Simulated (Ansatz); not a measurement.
# TiCo (Pm-3m) in Ansatz: further runs

The runs below take TiCo through single point, with PBE.

Everything below comes from runs of Ansatz 0.2.0. Logs are shortened: lines on timing, memory, paths and dates and some standing lists are left out, and cuts for length are marked.

## (1) Starting point

It takes space group Pm-3m (No. 221, cubic). Conventional cell: a = 2.986 Å, b = 2.986 Å, c = 2.986 Å, α = 90.00°, β = 90.00°, γ = 90.00°. Co (site symmetry m-3m) has 8 Ti at 2.59 Å as nearest neighbours. Ti (site symmetry m-3m) has 8 Co at 2.59 Å as nearest neighbours.

The cell comes from a database or a generator and needn't be the stable form of this composition.

## (2) Single point, PBE, collinear spin, ferrimagnetic start

File input.yaml:

```yaml
crystal:
  lattice:
    - [2.98611099, 0.0, 0.0]
    - [0.0, 2.98611099, 0.0]
    - [0.0, 0.0, 2.98611099]
  atoms:
    - { symbol: Co, position: [0.5, 0.5, 0.5], spin: 2.0 }
    - { symbol: Ti, position: [0.0, 0.0, 0.0], spin: -0.5 }
hamiltonian:
  xc: pbe
  pseudopotentials: { kind: paw }
magnetization:
  spin_polarized: true
kpoints:
  mp_grid: { grid: [9, 9, 9] }
scf:
  occupations: { method: fermi_dirac, width: 0.05 }
output:
  forces: true
  stress: true
  eigenvalues: true
```

Potentials or basis: Ansatz PAW.

On the command line:

```console
> ansatz run input.yaml --threads 2 --pin off --max-ram 5632MiB --backend cpu --events-out ev --progress --plain --runs-dir out
```

Log:

```text
Warning: RAYON_NUM_THREADS=2 ignored (pool sized by the plan → 2); use --threads N
Engine: ansatz 0.2.0, aarch64-unknown-linux-gnu
Pseudopotentials: kind: paw
Pseudopotential: Co, paw, valence charge 17, recommended cutoff 420 eV (normal), Co.paw.azcp
Pseudopotential: Ti, paw, valence charge 12, recommended cutoff 420 eV (normal), Ti.paw.azcp
Functional definition: PBE
  parameter kappa = 0.804
  parameter beta = 0.06672455060314922
  exchange = pbe_x(kappa = kappa, mu = beta*pi^2/3)
  correlation = pbe_c(beta = beta)
Crystal: 2 atoms, lattice volume = 26.627 Å³
Basis set: ecut = 420 eV, 485 PW (Γ), exchange–correlation on 40×40×40 points (8 copies of the dense FFT grid, shifted against one another)
Bands: 20, of which v1, the nominal top of the filled ones, is band 15 counted from 1 (14 counted from 0)
Symmetry: 48 space group operations
Space group: Pm-3m (ITA 221), of the structure as read, at distance tolerance 3.0e-5 Å
Magnetic group: BNS 221.92 (UNI 1594), of the structure as read, at distance tolerance 3.0e-5 Å
k-points: 35 of 729
Non-local potential: Co, projectors of the file, l = 0: 3, l = 1: 2, l = 2: 3, l = 3: 1
Non-local potential: Ti, projectors of the file, l = 0: 3, l = 1: 2, l = 2: 3, l = 3: 1
PAW form: soft (Blöchl's): semilocal exchange-correlation on the pseudo side does not see the compensation charge
PAW one-centre angular grid: Co, 590 points (default); XC on 64 Gauss nodes
PAW one-centre angular grid: Ti, 590 points (default); XC on 64 Gauss nodes
Initial density: superposition of atomic densities (chi_scale 0.1, normalization cell)
Starting moments: Σ|m| = 2.5 μB on 2 of 2 sites
Initial wavefunctions: pseudopotential atomic-orbital guess
Functional: x = pbe(κ = 0.804, μ = 0.2195149727645171), c = pbe(β = 0.06672455060314922)
SCF iter   1: F=—  HF=-7626.733432 eV  |F-HF|=—  |Δ(HF+E_count)|=         —  Δρ=9.53e-2 (↑9.53e-2 ↓6.19e-2)  dr2=1.71e0  dr2_m=1.04e0  M=0.933 μB ∫|m|=1.407 μB  β_m=0.30  ethr=3.10e-3  ⟨swp⟩=3.7  Hψ=5253  notcnv=0
Mixer restart at iter 1: flushing history
preconditioner: auto → none  [metal: Δε(μ)=0.015 eV  Ē_g=5.265 eV  σ=0.050 eV  W_gap=0.07  n_scr=6 (ndim 8)  ℏωp=25.9 eV  f_vac=0.000  D(μ)=1.88/eV (n_scr^D=18)  sad-step TF]
SCF iter   2: F=—  HF=-7626.081825 eV  |F-HF|=—  |Δ(HF+E_count)|=   6.52e-1  Δρ=6.11e-2 (↑4.54e-2 ↓6.11e-2)  dr2=7.58e-1  dr2_m=5.58e-1  M=0.922 μB ∫|m|=1.360 μB  β_m=0.52  ethr=3.10e-3  ⟨swp⟩=2.7  Hψ=2646  notcnv=0  defer=4
SCF iter   3: F=—  HF=-7626.698479 eV  |F-HF|=—  |Δ(HF+E_count)|=   6.17e-1  Δρ=6.86e-2 (↑6.86e-2 ↓2.54e-2)  dr2=1.71e0  dr2_m=1.32e-1  M=0.852 μB ∫|m|=1.309 μB  β_m=0.43  ethr=2.61e-3  ⟨swp⟩=3.5  Hψ=3079  notcnv=0  defer=4
SCF iter   4: F=—  HF=-7626.538834 eV  |F-HF|=—  |Δ(HF+E_count)|=   1.60e-1  Δρ=1.78e-2 (↑9.41e-3 ↓1.78e-2)  dr2=1.79e-2  dr2_m=4.34e-2  M=0.859 μB ∫|m|=1.195 μB  β_m=0.57  ethr=2.61e-3  ⟨swp⟩=2.4  Hψ=2654  notcnv=0
SCF iter   5: F=—  HF=-7626.631167 eV  |F-HF|=—  |Δ(HF+E_count)|=   9.23e-2  Δρ=7.17e-3 (↑1.11e-3 ↓7.17e-3)  dr2=1.07e-2  dr2_m=2.82e-3  M=0.831 μB ∫|m|=1.092 μB  β_m=0.79  ethr=6.18e-5  ⟨swp⟩=2.0  Hψ=2491  notcnv=0
SCF iter   6: F=—  HF=-7626.630138 eV  |F-HF|=—  |Δ(HF+E_count)|=   1.03e-3  Δρ=2.28e-3 (↑2.28e-3 ↓7.83e-4)  dr2=1.68e-3  dr2_m=1.74e-4  M=0.822 μB ∫|m|=1.054 μB  β_m=0.89  ethr=3.70e-5  ⟨swp⟩=2.1  Hψ=2269  notcnv=0
SCF iter   7: F=—  HF=-7626.630461 eV  |F-HF|=—  |Δ(HF+E_count)|=   3.23e-4  Δρ=1.46e-3 (↑1.46e-3 ↓8.02e-4)  dr2=8.80e-4  dr2_m=3.03e-5  M=0.821 μB ∫|m|=1.046 μB  β_m=0.95  ethr=5.79e-6  ⟨swp⟩=1.1  Hψ=1477  notcnv=0
SCF iter   8: F=—  HF=-7626.630440 eV  |F-HF|=—  |Δ(HF+E_count)|=   2.09e-5  Δρ=2.60e-4 (↑2.04e-4 ↓2.60e-4)  dr2=1.49e-6  dr2_m=1.28e-5  M=0.820 μB ∫|m|=1.041 μB  β_m=0.97  ethr=3.04e-6  ⟨swp⟩=2.0  Hψ=1724  notcnv=0
SCF iter   9: F=—  HF=-7626.630444 eV  |F-HF|=—  |Δ(HF+E_count)|=   4.02e-6  Δρ=1.60e-4 (↑4.91e-5 ↓1.60e-4)  dr2=9.00e-6  dr2_m=8.56e-7  M=0.820 μB ∫|m|=1.039 μB  β_m=0.97  ethr=5.16e-9  ⟨swp⟩=2.1  Hψ=2466  notcnv=0
SCF iter  10: F=—  HF=-7626.630445 eV  |F-HF|=—  |Δ(HF+E_count)|=   5.28e-7  Δρ=3.76e-5 (↑6.92e-6 ↓3.76e-5)  dr2=3.87e-7  dr2_m=8.29e-8  M=0.820 μB ∫|m|=1.040 μB  β_m=0.95  ethr=5.16e-9  ⟨swp⟩=2.1  Hψ=2117  notcnv=0
SCF iter  11: F=—  HF=-7626.630445 eV  |F-HF|=—  |Δ(HF+E_count)|=   6.71e-9  Δρ=8.10e-6 (↑6.59e-6 ↓8.10e-6)  dr2=9.02e-10  dr2_m=1.28e-8  M=0.820 μB ∫|m|=1.040 μB  β_m=0.91  ethr=1.34e-9  ⟨swp⟩=2.3  Hψ=1976  notcnv=0
SCF iter  12: F=-7626.630445 eV  HF=-7626.630445 eV  |F-HF|=4.77e-8  |Δ(HF+E_count)|=   2.40e-9  Δρ=1.06e-5 (↑4.47e-6 ↓1.06e-5)  dr2=5.41e-8  dr2_m=2.57e-9  M=0.820 μB ∫|m|=1.040 μB  ethr=3.11e-12  ⟨swp⟩=1.0  Hψ=4135  notcnv=0
SCF 1 converged in 12 iterations: F = -7626.630445 eV  dr2 = 5.41e-8
SCF converged after 12 iterations
Magnetization: 0.8198 μB (14.9099 up, 14.0901 down)
Absolute magnetization: 1.0457 μB (∫|ρ↑−ρ↓|, with the PAW one-centre terms)
Spin contamination: 0.0724 ħ² per cell (⟨S²⟩ above its minimum at these occupations)
Per-site moments (μB) at R_I (Å): [(0.9228369680096371, 1.0667447900422087), (-0.0297764134729536, 1.0667447900422087)]
Free energy (F): -7626.630445 eV
Harris-Foulkes:  -7626.630445 eV  (|F-HF|=4.77e-8)
Internal energy: -7626.613623 eV  (E = F + TS)
E sigma→0 (E₀):  -7626.622034 eV
Entropy (-TS):   -0.016821 eV (-8.411 meV/atom)
Fermi energy:    16.674230 eV
--- Per-component energies (eV) ---
  E_band       = -404.830676
  E_kinetic    = 729.229228
  E_local      = -3883.501174  (includes V_loc(G=0)·N_el)
  E_nonlocal   = 459.905170
  E_hartree    = 1639.247187
  E_xc         = -257.665795
  E_vxc        = -328.711873  (∫ρ·V_xc dr)
  E_paw        = -2562.778975  (= ΣΔE_a)
  E_vpaw       = -660.233580  (= ΣTr[D̂ρ^β])
  E_aug_tail   = 0.000175  (compensation charges beyond the density's cutoff)
  E_ewald      = -3751.049440
  E_smearing   = -0.016821  (= −TS)
  E_closure    = 0.000000  (closes the sum)
  Σ components = -7626.630445   (vs F -7626.630445, Δ=0.00e0)
--- Forces (eV/Å), atoms counted from 1 ---
  atom   1  Co     0.00000000    -0.00000000    -0.00000000
  atom   2  Ti    -0.00000000     0.00000000    -0.00000000
  max |Σ_I F_I| component: 1.54e-28 eV/Å
--- Stress (GPa, compression-positive) ---
       -0.540492       0.000000       0.000000
        0.000000      -0.540492      -0.000000
        0.000000      -0.000000      -0.540492
  P = ⅓ Tr σ = -0.5405 GPa (-5.405 kbar)
--- Band table (eV; the first three rows and the last of 70) ---
  k-point 0 ↑: bands = ["-79.0635", "-42.3266", "-42.3266", "-42.3266", "-40.4356", "-16.5451", "-16.5451", "-16.5451", "8.9377", "12.4706", "12.4706", "14.7885", "14.7885", "14.7885", "17.1525", "17.1525", "19.3431", "19.3431", "19.3431", "25.5139"]
  k-point 1 ↑: bands = ["-79.0633", "-42.3304", "-42.3263", "-42.3263", "-40.4306", "-16.5811", "-16.5426", "-16.5426", "9.1813", "12.5664", "12.5761", "14.7705", "14.7705", "14.8269", "17.0472", "17.1917", "19.0263", "19.0263", "19.2954", "24.4298"]
  k-point 2 ↑: bands = ["-79.0629", "-42.3402", "-42.3257", "-42.3257", "-40.4178", "-16.6712", "-16.5362", "-16.5362", "9.8793", "12.8330", "12.8342", "14.7299", "14.7299", "14.9279", "16.7530", "17.2071", "18.3579", "18.3579", "19.1706", "22.5022"]
  k-point 34 ↓: bands = ["-77.9676", "-41.2783", "-41.2781", "-41.2781", "-40.3634", "-16.7836", "-16.7834", "-16.7834", "14.1294", "14.2886", "14.2886", "14.5550", "14.6043", "14.6043", "16.7429", "16.7429", "19.6505", "19.6505", "23.5148", "24.1423"]
```

It took 2.5 s on 2 threads of Arm Neoverse V1, shared host; peak memory 0.33 GiB.

Results:

```yaml
Free_energy: -7626.6304 eV
Pressure: -0.5 GPa
Band_gap_on_the_k_mesh: none (metal or under the smearing width)
Net_moment: 0.82 μB per cell
Absolute_moment: 1.05 μB per cell
Site_moments: Co +0.92; Ti -0.03 μB
```

Levels at points of the mesh, in eV from the Fermi level:
Spin up:
```
           k point  band 12  band 13  band 14  band 15  band 16  band 17  band 18  band 19
(0.00, 0.00, 0.00)    -1.89    -1.89    -1.89     0.48     0.48     2.67     2.67     2.67
```
Spin down:
```tsv
k point	band 12	band 13	band 14	band 15	band 16	band 17
(0.00, 0.00, 0.00)	-1.35	-1.35	-1.35	1.02	1.02	2.76
```

## (3) Single point, PBE, collinear spin, random start

Edit input.yaml of step 2 so:

```diff
@@ -6,4 +6,4 @@
   atoms:
-    - { symbol: Co, position: [0.5, 0.5, 0.5], spin: 2.0 }
-    - { symbol: Ti, position: [0.0, 0.0, 0.0], spin: -0.5 }
+    - { symbol: Co, position: [0.5, 0.5, 0.5], spin: -0.12 }
+    - { symbol: Ti, position: [0.0, 0.0, 0.0], spin: 1.09 }
 hamiltonian:
```

Potentials or basis: Ansatz PAW.

On the command line:

```console
> ansatz run input.yaml --threads 2 --pin off --max-ram 5632MiB --backend cpu --events-out ev --progress --plain --runs-dir out
```

Wall time 2.5 s (2 threads of Arm Neoverse V1, shared host); peak memory 0.33 GiB.

It converged, with:

```
Free energy            : -7626.6304 eV
Pressure               : -0.5 GPa
Band gap on the k mesh : none (metal or under the smearing width)
Net moment             : -0.82 μB per cell
Absolute moment        : 1.05 μB per cell
Site moments           : Co -0.92; Ti +0.03 μB
```

Levels at points of the mesh, in eV from the Fermi level:
Spin up:
```
           k point  band 11  band 12  band 13  band 14  band 15  band 16  band 17  band 18
(0.00, 0.00, 0.00)    -3.56    -1.35    -1.35    -1.35     1.02     1.02     2.76     2.76
```
Spin down:
```csv
k point,band 11,band 12,band 13,band 14,band 15,band 16,band 17,band 18,band 19,band 20
"(0.00, 0.00, 0.00)",-4.20,-1.89,-1.89,-1.89,0.48,0.48,2.67,2.67,2.67,8.84
```

## (4) Single point, PBE, non-collinear spin, random start

File input.yaml:

```yaml
crystal:
  lattice:
    - [2.98611099, 0.0, 0.0]
    - [0.0, 2.98611099, 0.0]
    - [0.0, 0.0, 2.98611099]
  atoms:
    - { symbol: Co, position: [0.5, 0.5, 0.5], spin: 0.12, spin_axis: [0.055, -0.103, 0.027] }
    - { symbol: Ti, position: [0.0, 0.0, 0.0], spin: 1.09, spin_axis: [-0.364, -0.018, 1.027] }
hamiltonian:
  xc: pbe
  pseudopotentials: { kind: paw }
magnetization:
  noncollinear: true
  spin_orbit: false
kpoints:
  mp_grid: { grid: [7, 7, 7] }
scf:
  occupations: { method: fermi_dirac, width: 0.05 }
output:
  forces: true
  stress: true
  eigenvalues: true
  write_density: true
  write_potential: true
  elf: true
  volumetric_format: npy
```

On the command line:

```console
> ansatz run input.yaml --threads 2 --pin off --max-ram 5632MiB --backend cpu --events-out ev --progress --plain --runs-dir out
```

It took 13 s on 2 threads of Arm Neoverse V1, shared host; peak memory 0.32 GiB.

Results (log left out):

- Free energy: -7626.6435 eV
- Pressure: -0.3 GPa
- Band gap on the k mesh: none (metal or under the smearing width)
- Net moment: 0.83 μB per cell
- Absolute moment: 1.10 μB per cell

Levels at points of the mesh, in eV from the Fermi level:
| k point | band 24 | band 25 | band 26 | band 27 | band 28 | band 29 | band 30 | band 31 | band 32 | band 33 |
| --- | --- | --- | --- | --- | --- | --- | --- | --- | --- | --- |
| (0.00, 0.00, 0.00) | -1.87 | -1.87 | -1.31 | -1.31 | -1.31 | 0.51 | 0.51 | 1.05 | 1.05 | 2.70 |

Moments on the atoms (μB; x, y, z):
```
Co   0.11 -0.58  0.69
Ti  -0.01  0.03 -0.04
```

## (5) Single point, PBE, collinear spin, program default start

File input.yaml:

```yaml
crystal:
  lattice:
    - [2.98611099, 0.0, 0.0]
    - [0.0, 2.98611099, 0.0]
    - [0.0, 0.0, 2.98611099]
  atoms:
    - { symbol: Co, position: [0.5, 0.5, 0.5] }
    - { symbol: Ti, position: [0.0, 0.0, 0.0] }
hamiltonian:
  xc: pbe
  pseudopotentials: { kind: paw }
magnetization:
  spin_polarized: true
  initial_magnetization: 0.0
  spin_locking: { lock_magnetization: hard }
kpoints:
  mp_grid: { grid: [8, 8, 8] }
scf:
  occupations: { method: fermi_dirac, width: 0.05 }
  lower_state_search: "off"
output:
  forces: true
  stress: true
  eigenvalues: true
```

On the command line:

```console
> ansatz run input.yaml --threads 2 --pin off --max-ram 5632MiB --backend cpu --events-out ev --progress --plain --runs-dir out
```

Run time: 0.98 s. Hardware: 2 threads of Arm Neoverse V1, shared host; peak memory 0.29 GiB.

Results (log left out):

| Property | Result |
| --- | --- |
| Free energy | -7626.5950 eV |
| Pressure | -2.5 GPa |
| Net moment | 0.00 μB per cell |
| Absolute moment | 0.00 μB per cell |

Caveat: the total moment is fixed, so each spin has its own Fermi level; the thresholds are loose for stress.

## (6) Single point, PBE, collinear spin, ferromagnetic start

Edit input.yaml of step 5 so:

```diff
@@ -6,4 +6,4 @@
   atoms:
-    - { symbol: Co, position: [0.5, 0.5, 0.5] }
-    - { symbol: Ti, position: [0.0, 0.0, 0.0] }
+    - { symbol: Co, position: [0.5, 0.5, 0.5], spin: 0.5333333333 }
+    - { symbol: Ti, position: [0.0, 0.0, 0.0], spin: 0.2666666667 }
 hamiltonian:
@@ -13,3 +13,3 @@
   spin_polarized: true
-  initial_magnetization: 0.0
+  initial_magnetization: 0.8
   spin_locking: { lock_magnetization: hard }
@@ -24 +24,5 @@
   eigenvalues: true
+  write_density: true
+  write_potential: true
+  elf: true
+  volumetric_format: npy
```

Potentials or basis: Ansatz PAW.

On the command line:

```console
> ansatz run input.yaml --threads 2 --pin off --max-ram 5632MiB --backend cpu --events-out ev --progress --plain --runs-dir out
```

Wall time 2.4 s (2 threads of Arm Neoverse V1, shared host); peak memory 0.3 GiB.

Results (log left out):

| Quantity | Value |
| --- | --- |
| Free energy | -7626.6192 eV |
| Pressure | 0.1 GPa |
| Net moment | 0.80 μB per cell |
| Absolute moment | 1.16 μB per cell |
| Site moments | Co +0.97; Ti -0.08 μB |

Caveat: the total moment is fixed, so each spin has its own Fermi level; the thresholds are loose for stress.

## (7) Overview

| spin | fixed moment (μB) | k mesh | gap on the mesh (eV) | pressure (GPa) | moment (μB) |
| --- | --- | --- | --- | --- | --- |
| collinear, ferrimagnetic start | - | 9 × 9 × 9 | none | -0.5 | 0.82 |
| collinear, random start | - | 9 × 9 × 9 | none | -0.5 | 0.82 |
| non-collinear, random start | - | 7 × 7 × 7 | none | -0.3 | 0.83 |
| collinear, program default start | 0.0 | 8 × 8 × 8 | - | -2.5 | 0.00 |
| collinear, ferromagnetic start | 0.8 | 8 × 8 × 8 | - | 0.1 | 0.80 |

Alike in all rows: task single point; level PBE; potentials or basis Ansatz PAW; cell as given; cutoff (eV) 420; smearing fermi-dirac 0.05 eV.

Every run on the cell as given and a fine mesh finds a metal.

Caveats: the total moment is fixed, so each spin has its own Fermi level (some runs); the thresholds are loose for stress (some runs).

Absolute energies hang on the potentials; compare differences alone.
